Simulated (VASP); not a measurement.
# NaF (Villiaumite) (Fm-3m) in VASP: further runs, part 2 of 3

VASP 6.6.1. The steps go on from the part before.

## (3) Relaxation of the atoms, PBE+D3(BJ)

The input, INCAR:

```
SYSTEM = NaF
PREC = Accurate ; ENCUT = 600
EDIFF = 1E-7 ; ISMEAR = 0
SIGMA = 0.03 ; LREAL = .FALSE.
LASPH = .TRUE. ; NELM = 80
ALGO = Normal ; ISIF = 2
LWAVE = .FALSE. ; LCHARG = .FALSE.
GGA = PE ; IVDW = 12
IBRION = 2 ; NSW = 40
EDIFFG = -0.01
```

The input, KPOINTS:

```
Automatic mesh
0
G
  10 10 10
  0 0 0
```

The input, POSCAR:

```
NaF                                     
1.0
    0.0000000000      2.3120303670      2.3120303670
    2.3120303670      0.0000000000      2.3120303670
    2.3120303670      2.3120303670      0.0000000000
  Na              F             
     1     1
Direct
     0.0000000000000000    0.0000000000000000    0.0000000000000000
     0.5000000000000000    0.5000000000000000    0.5000000000000000
```

Potentials or basis: VASP PAW PBE potentials, release 64 (Na_pv, F).

The run is started by

```sh
cat potpaw_PBE.64/Na_pv/POTCAR potpaw_PBE.64/F/POTCAR > POTCAR
mpirun -np 1 vasp_std > vasp.out
```

OUTCAR:

```text
SYSTEM = NaF
   PREC = Accurate
   ENCUT = 600
   EDIFF = 1E-7
   ISMEAR = 0
   LREAL = .FALSE.
   LASPH = .TRUE.
   NELM = 80
   ISIF = 2
   GGA = PE
   IVDW = 12
   IBRION = 2
   NSW = 40
   EDIFFG = -0.01
 IVDW          = 12

 ion  position               nearest neighbor table
   1  0.000  0.000  0.000-   2 2.31   2 2.31   2 2.31   2 2.31   2 2.31   2 2.31
   2  0.500  0.500  0.500-   1 2.31   1 2.31   1 2.31   1 2.31   1 2.31   1 2.31

  LATTYP: Found a face centered cubic cell.
 ALAT       =     4.6240607340

  Lattice vectors:

 A1 = (   0.0000000000,   2.3120303670,   2.3120303670)
 A2 = (   2.3120303670,   0.0000000000,   2.3120303670)
 A3 = (   2.3120303670,   2.3120303670,   0.0000000000)

Analysis of symmetry for initial positions (statically):
=====================================================================
 Subroutine PRICEL returns:
 Original cell was already a primitive cell.

 Routine SETGRP: Setting up the symmetry group for a
 face centered cubic supercell.

 Subroutine GETGRP returns: Found 48 space group operations
 (whereof 48 operations were pure point group operations)
 out of a pool of 48 trial point group operations.

The static configuration has the point symmetry O_h .

Analysis of symmetry for dynamics (positions and initial velocities):
=====================================================================
 Subroutine PRICEL returns:
 Original cell was already a primitive cell.

 Routine SETGRP: Setting up the symmetry group for a
 face centered cubic supercell.

 Subroutine GETGRP returns: Found 48 space group operations
 (whereof 48 operations were pure point group operations)
 out of a pool of 48 trial point group operations.

The dynamic configuration has the point symmetry O_h .

 Subroutine INISYM returns: Found 48 space group operations
 (whereof 48 operations are pure point group operations),
 and found     1 'primitive' translations

----------------------------------------------------------------------------------------

                                     Primitive cell

  volume of cell :      24.7178

  direct lattice vectors                    reciprocal lattice vectors
     0.000000000  2.312030367  2.312030367    -0.216260135  0.216260135  0.216260135
     2.312030367  0.000000000  2.312030367     0.216260135 -0.216260135  0.216260135
     2.312030367  2.312030367  0.000000000     0.216260135  0.216260135 -0.216260135

  length of vectors
     3.269704702  3.269704702  3.269704702     0.374573542  0.374573542  0.374573542

  position of ions in fractional coordinates (direct lattice)
     0.000000000  0.000000000  0.000000000
     0.500000000  0.500000000  0.500000000

  ion indices of the primitive-cell ions
   primitive index   ion index
                 1           1
                 2           2

----------------------------------------------------------------------------------------

 KPOINTS: Automatic mesh

Automatic generation of k-mesh.
 Grid dimensions read from file:
 generate k-points for:   10   10   10

 Generating k-lattice:

  Cartesian coordinates                     Fractional coordinates (reciprocal lattice)
[... 43 lines left out ...]
   number of dos      NEDOS =    301   number of ions     NIONS =      2
   total plane-waves  NPLWV =  21952
   dimension x,y,z NGX =    28 NGY =   28 NGZ =   28
   dimension x,y,z NGXF=    56 NGYF=   56 NGZF=   56
   ions per type =               1   1
   NGX,Y,Z   is equivalent  to a cutoff of  14.24, 14.24, 14.24 a.u.
   NGXF,Y,Z  is equivalent  to a cutoff of  28.47, 28.47, 28.47 a.u.
 SYSTEM =  NaF
   PREC   = accura    normal or accurate (medium, high low for compatibility)
   ISTART =      0    job   : 0-new  1-cont  2-samecut
   ICHARG =      2    charge: 1-file 2-atom 10-const
   ISPIN  =      1    spin polarized calculation?
   LNONCOLLINEAR =      F non collinear calculations
   LSORBIT =      F    spin-orbit coupling
   LASPH  =      T    aspherical Exc in radial PAW
   ENCUT  =  600.0 eV  44.10 Ry    6.64 a.u.   6.53  6.53  6.53*2*pi/ulx,y,z
   NELM   =     80;   NELMIN=  2; NELMDL= -5     # of ELM steps
   EDIFF  = 0.1E-06   stopping-criterion for ELM
   LREAL  =      F    real-space projection
   EDIFFG = -.1E-01   stopping-criterion for IOM
   NSW    =     40    number of steps for IOM
   IBRION =      2    ionic relax: 0-MD 1-quasi-New 2-CG
   NFREE  =      1    steps in history (QN), initial steepest desc. (CG)
   ISIF   =      2    stress and relaxation
   ISYM   =      2    0-nonsym 1-usesym 2-fastsym
   POTIM  = 0.5000    time-step for ionic-motion
   TEBEG  =    0.0;   TEEND  =   0.0 temperature during run
   PSTRESS=    0.0 pullay stress
   NELECT =      14.0000    total number of electrons
   NUPDOWN=      -1.0000    fix difference up-down
   EMIN   =  10.00;   EMAX   =-10.00  energy-range for DOS
   EFERMI =   0.00;   METHOD = LEGACY
   ISMEAR =     0;   SIGMA  =   0.03  broadening in eV -4-tet -1-fermi 0-gaus
   EFERMI_NEDOS =   21; number of points for ismear=-14 and -15
   IALGO  =     38    algorithm
   IMIX   =      4    mixing-type and parameters
     AMIX     =   0.40;   BMIX     =  1.00
     AMIX_MAG =   1.60;   BMIX_MAG =  1.00
  volume/ion in A,a.u.               =      12.36        83.40
  Fermi-wavevector in a.u.,A,eV,Ry     =   1.354505  2.559643 24.962392  1.834684
  Thomas-Fermi vector in A             =   2.481671
   LORBIT       =      0    0 simple, 1 ext, 2 COOP (PROOUT), +10 PAW based schemes
   GGA     = PE    functional components
   LHFCALC =     F    Hartree Fock is set to
   AEXX    =    0.0000 exact exchange contribution
   IVDW    =    12    specifies the selected vdW correction
   LEPSILON=     F    determine dielectric tensor
   LRPA    =     F    only Hartree local field effects (RPA)
 conjugate gradient relaxation of ions
 non-spin polarized calculation
 Gauss-broadening in eV      SIGMA  =   0.03
  energy-cutoff  :      600.00
  volume of cell :       24.72
 maximum number of plane-waves:       869
 NGX is ok and might be reduce to    28
   NGX = 13   NGY = 13   NGZ = 13

 number of electron      14.0000005 magnetization

 Free energy of the ion-electron system (eV)
  ---------------------------------------------------
  ext. energy  EPLUGINS =         0.00000000
  ---------------------------------------------------
  free energy    TOTEN  =        -8.56088715 eV

  energy without entropy =       -8.56088715  energy(sigma->0) =       -8.56088715

 E-fermi :  -1.8249     XC(G=0):  -9.1851

 val. band max:       -2.0588950984   @ k =   0.0000   0.0000   0.0000
 cond. band min:       4.2780962136   @ k =   0.0000   0.0000   0.0000
 fundamental gap:      6.3369913120
 Fermi energy:        -1.8248621110

 k-point     1 :       0.0000    0.0000    0.0000
  band No.  band energies     occupation
      1     -21.2431      2.00000
      2     -20.9841      2.00000
      3     -20.9841      2.00000
      4     -20.9841      2.00000
      5      -2.0589      2.00000
      6      -2.0589      2.00000
      7      -2.0589      2.00000
      8       4.2781      0.00000
      9      16.9661      0.00000
     10      16.9661      0.00000
     11      16.9661      0.00000
[... 309 lines left out ...]
 k-point    24 :       0.4000    0.3000    0.0000
  band No.  band energies     occupation
      1     -21.4967      2.00000
      2     -21.0329      2.00000
      3     -21.0248      2.00000
      4     -20.6054      2.00000
      5      -3.2409      2.00000
      6      -2.4437      2.00000
      7      -2.3874      2.00000
      8       8.5632      0.00000
      9      11.8235      0.00000
     10      14.7458      0.00000
     11      17.6233      0.00000

 [... further k-points ...]

------------------------ aborting loop because EDIFF is reached ----------------------------------------

 Edisp (eV)   -0.34953

 E8    (eV) :    -0.1508

  FORCE on cell =-STRESS in cart. coord.  units (eV):
  Direction    XX          YY          ZZ          XY          YZ          ZX
  --------------------------------------------------------------------------------------
  -------------------------------------------------------------------------------------
  Total      -0.00954    -0.00954    -0.00954     0.00000     0.00000     0.00000
  in kB      -0.61845    -0.61845    -0.61845     0.00000     0.00000     0.00000
  external pressure =       -0.62 kB  Pullay stress =        0.00 kB

 VOLUME and BASIS-vectors are now :
 -----------------------------------------------------------------------------
  energy-cutoff  :      600.00
  volume of cell :       24.72
      direct lattice vectors                 reciprocal lattice vectors
     0.000000000  2.312030367  2.312030367    -0.216260135  0.216260135  0.216260135
     2.312030367  0.000000000  2.312030367     0.216260135 -0.216260135  0.216260135
     2.312030367  2.312030367  0.000000000     0.216260135  0.216260135 -0.216260135

 POSITION                                       TOTAL-FORCE (eV/Angst)
 -----------------------------------------------------------------------------------
      0.00000      0.00000      0.00000        -0.000000     -0.000000     -0.000000
      2.31203      2.31203      2.31203         0.000000      0.000000      0.000000
 -----------------------------------------------------------------------------------
    total drift:                                0.000000      0.000000      0.000000

  FREE ENERGIE OF THE ION-ELECTRON SYSTEM (eV)
  ---------------------------------------------------
  free  energy   TOTEN  =        -8.9104171734 eV

  energy  without entropy=       -8.9104171734  energy(sigma->0) =       -8.91041717

 reached required accuracy - stopping structural energy minimisation
```

OSZICAR:

```text
N       E                     dE             d eps       ncg     rms          rms(c)
DAV:   1     0.119562626041E+03    0.11956E+03   -0.90732E+03  1052   0.171E+03
DAV:   2    -0.233557969569E+01   -0.12190E+03   -0.11330E+03  1135   0.385E+02
DAV:   3    -0.937550647949E+01   -0.70399E+01   -0.70146E+01  1184   0.935E+01
DAV:   4    -0.945335009809E+01   -0.77844E-01   -0.77832E-01  1139   0.102E+01
DAV:   5    -0.945412440636E+01   -0.77431E-03   -0.77430E-03  1172   0.106E+00    0.542E+00
DAV:   6    -0.856988949242E+01    0.88423E+00   -0.38216E+00  1266   0.190E+01    0.184E+00
DAV:   7    -0.855894578718E+01    0.10944E-01   -0.29351E-02  1046   0.259E+00    0.105E+00
DAV:   8    -0.856011899542E+01   -0.11732E-02   -0.28690E-02  1037   0.428E+00    0.122E-01
DAV:   9    -0.856097463058E+01   -0.85564E-03   -0.39638E-03  1169   0.698E-01    0.877E-02
DAV:  10    -0.856088944701E+01    0.85184E-04   -0.52933E-04  1076   0.334E-01    0.114E-02
DAV:  11    -0.856088722764E+01    0.22194E-05   -0.16039E-05  1169   0.762E-02    0.331E-03
DAV:  12    -0.856088745061E+01   -0.22297E-06   -0.12486E-06  1070   0.184E-02    0.159E-03
DAV:  13    -0.856088717147E+01    0.27914E-06   -0.17903E-07  1094   0.482E-03    0.302E-04
DAV:  14    -0.856088714857E+01    0.22894E-07   -0.89177E-09   601   0.181E-03
   1 F= -.89104172E+01 E0= -.89104172E+01  d E =-.891042E+01
```

Run time: 11 s. Hardware: 1 thread of Intel Xeon 6975P-C (Granite Rapids), shared host; peak memory 0.16 GiB.

What came out:

* Free energy: -8.9104 eV
* Pressure after relaxing: -0.1 GPa
* Band gap on the k mesh: 6.34 eV, direct
* Dispersion energy per atom: -0.175 eV

Final structure:
```yaml
crystal:
  lattice:
    - [0.00000, 2.31203, 2.31203]
    - [2.31203, 0.00000, 2.31203]
    - [2.31203, 2.31203, 0.00000]
  atoms:
    - { symbol: Na, position: [0.00000, 0.00000, 0.00000] }
    - { symbol: F, position: [0.50000, 0.50000, 0.50000] }
```

Caveat: the relaxation stopped at its first step, so nothing moved.

(Part 2 of 3 ends here.)
